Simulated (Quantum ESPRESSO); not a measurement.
CuO:

```
Cu O
1.0
     3.28802    0.00000    0.00000
    -1.64401    2.84751    0.00000
     0.00000    0.00000    5.38502
Cu O
2 2
Direct
  0.66667 0.33333 0.00000
  0.33333 0.66667 0.50000
  0.66667 0.33333 0.62520
  0.33333 0.66667 0.12520
```

Measurements of this composition are mostly on another form, of space group No. 15.

Below is the output of Quantum ESPRESSO 7.5 for this cell. Logs are shortened: lines on timing, memory, paths and dates and some standing lists are left out, and cuts for length are marked.

```text
This program is part of the open-source Quantum ESPRESSO suite
     for quantum simulation of materials; please cite
         "P. Giannozzi et al., J. Phys.:Condens. Matter 21 395502 (2009);
         "P. Giannozzi et al., J. Phys.:Condens. Matter 29 465901 (2017);
         "P. Giannozzi et al., J. Chem. Phys. 152 154105 (2020);
     in publications or presentations arising from this work. More details at

     file Cu.paw.z_11.ld1.psl.v1.0.0-low.upf: wavefunction(s)  4S 3D renormalized
     file O.pbe-n-kjpaw_psl.0.1.UPF: wavefunction(s)  2P renormalized
     Message from routine setup:
     using ibrav=0 with symmetry is DISCOURAGED, use correct ibrav instead

     G-vector sticks info
     --------------------
     sticks:   dense  smooth     PW     G-vecs:    dense   smooth      PW
     Sum        1159     583    169                52969    18763    3039

     Using Slab Decomposition

     bravais-lattice index     =            0
     lattice parameter (alat)  =       6.2135  a.u.
     unit-cell volume          =     340.2397 (a.u.)^3
     number of atoms/cell      =            4
     number of atomic types    =            2
     number of electrons       =        34.00
     number of Kohn-Sham states=           25
     kinetic-energy cutoff     =      55.0000  Ry
     charge density cutoff     =     440.0000  Ry
     scf convergence threshold =      8.0E-10
     mixing beta               =       0.5000
     number of iterations used =            8  plain     mixing
     Exchange-correlation= SLA  PW   PBX  PBC
                           (   1   4   3   4   0   0   0)

     celldm(1)=   6.213466  celldm(2)=   0.000000  celldm(3)=   0.000000
     celldm(4)=   0.000000  celldm(5)=   0.000000  celldm(6)=   0.000000

     crystal axes: (cart. coord. in units of alat)
               a(1) = (   1.000000   0.000000   0.000000 )
               a(2) = (  -0.500000   0.866025   0.000000 )
               a(3) = (   0.000000   0.000000   1.637769 )

     reciprocal axes: (cart. coord. in units 2 pi/alat)
               b(1) = (  1.000000  0.577350 -0.000000 )
[... 41 lines left out ...]
         4        O      tau(   4) = (   0.0000000   0.5773503   0.2050487  )

     number of k points=    36  Fermi-Dirac smearing, width (Ry)=  0.0037
                       cart. coord. in units 2pi/alat
        k(    1) = (   0.0000000   0.0000000   0.0000000), wk =   0.0049383
        k(    2) = (   0.0000000   0.0000000   0.1221173), wk =   0.0098765
        k(    3) = (   0.0000000   0.0000000   0.2442347), wk =   0.0098765
        k(    4) = (   0.0000000   0.1283001   0.0000000), wk =   0.0296296
        k(    5) = (   0.0000000   0.1283001   0.1221173), wk =   0.0592593
        k(    6) = (   0.0000000   0.1283001   0.2442347), wk =   0.0592593
[... 28 lines left out ...]
        k(   35) = (   0.3333333   0.5773503   0.1221173), wk =   0.0197531
        k(   36) = (   0.3333333   0.5773503   0.2442347), wk =   0.0197531

     Dense  grid:    52969 G-vectors     FFT dimensions: (  45,  45,  72)

     Smooth grid:    18763 G-vectors     FFT dimensions: (  30,  30,  50)

     Initial potential from superposition of free atoms

     starting charge      33.9995, renormalised to      34.0000
     Starting wfcs are   26 randomized atomic wfcs

     Self-consistent Calculation

     iteration #  1     ecut=    55.00 Ry     beta= 0.50
     Davidson diagonalization with overlap
     ethr =  1.00E-02,  avg # of iterations =  4.4

     total energy              =    -508.83355081 Ry
     estimated scf accuracy    <       1.05924258 Ry
[... 57 lines left out ...]
     iteration # 10     ecut=    55.00 Ry     beta= 0.50
     Davidson diagonalization with overlap
     ethr =  3.71E-11,  avg # of iterations =  1.9

     End of self-consistent calculation

          k = 0.0000 0.0000 0.0000 (  2335 PWs)   bands (ev):

   -11.8976 -11.3543   1.0006   2.0733   2.0733   2.0872   2.2645   2.2645
     4.4700   4.4700   4.7349   4.7349   4.8284   6.4361   6.4361   7.0462
     7.1521   7.1521   7.3359  12.0370  14.1139  19.8527  19.8527  20.4302
    20.9382
[... 241 lines left out ...]
   -11.2283 -11.2283   1.4369   1.4369   1.8046   1.8112   2.6467   2.6467
     4.3717   4.4361   4.7942   4.7942   5.0494   5.0494   5.2011   5.4739
     5.9935   5.9935  14.3797  14.3905  14.5473  14.5473  15.4431  15.4431
    20.9776

     the Fermi energy is     6.4121 ev

!    total energy              =    -509.35157855 Ry
     total all-electron energy =     -6920.804896 Ry
     estimated scf accuracy    <          5.0E-10 Ry
     smearing contrib. (-TS)   =      -0.00372903 Ry
     internal energy E=F+TS    =    -509.34784952 Ry

     The total energy is F=E-TS. E is the sum of the following terms:
     one-electron contribution =    -113.02461762 Ry
     hartree contribution      =      93.67083757 Ry
     xc contribution           =    -103.75447982 Ry
     ewald contribution        =    -187.51246448 Ry
     one-center paw contrib.   =    -198.72712517 Ry

     convergence has been achieved in  10 iterations

     Forces acting on atoms (cartesian axes, Ry/au):

     atom    1 type  1   force =     0.00000000    0.00000000   -0.00288407
     atom    2 type  1   force =     0.00000000   -0.00000000   -0.00288407
     atom    3 type  2   force =    -0.00000000    0.00000000    0.00288407
     atom    4 type  2   force =     0.00000000    0.00000000    0.00288407

     Total force =     0.005768     Total SCF correction =     0.000017

     Computing stress (Cartesian axis) and pressure

          total   stress  (Ry/bohr**3)                   (kbar)     P=      -94.02
  -0.00067037   0.00000000   0.00000000          -98.61        0.00        0.00
   0.00000000  -0.00067037   0.00000000            0.00      -98.61        0.00
   0.00000000   0.00000000  -0.00057660            0.00        0.00      -84.82

=------------------------------------------------------------------------------=
   JOB DONE.
=------------------------------------------------------------------------------=
```

Question: What input gives this log?

Answer: Single point with PBE, no spin polarisation. The files as run (others can give the same):

pw.in
```
&CONTROL
  calculation = 'scf'
  prefix = 'pwscf'
  outdir = './tmp'
  pseudo_dir = './pseudo'
  tprnfor = .true.
  tstress = .true.
  disk_io = 'nowf'
/
&SYSTEM
  ibrav = 0
  nat = 4
  ntyp = 2
  ecutwfc = 55
  ecutrho = 440
  nbnd = 25
  occupations = 'smearing'
  smearing = 'fd'
  degauss = 0.00367493
/
&ELECTRONS
  conv_thr = 8d-10
  electron_maxstep = 120
  mixing_beta = 0.5
/
ATOMIC_SPECIES
Cu    63.5460 Cu.paw.z_11.ld1.psl.v1.0.0-low.upf
O     15.9990 O.pbe-n-kjpaw_psl.0.1.UPF
CELL_PARAMETERS angstrom
   3.2880244300    0.0000000000    0.0000000000
  -1.6440122100    2.8475126800    0.0000000000
   0.0000000000    0.0000000000    5.3850248600
ATOMIC_POSITIONS crystal
Cu     0.6666666667    0.3333333333    0.0000000000
Cu     0.3333333333    0.6666666667    0.5000000000
O      0.6666666667    0.3333333333    0.6252000000
O      0.3333333333    0.6666666667    0.1252000000
K_POINTS automatic
9 9 5 0 0 0
```

Potentials or basis: SSSP 1.3 efficiency PBE.
The run is started by
```console
$ OMP_NUM_THREADS=1 pw.x -in pw.in > pw.out
```

Caveat: the run has no spin polarisation, though such a crystal can be magnetic.
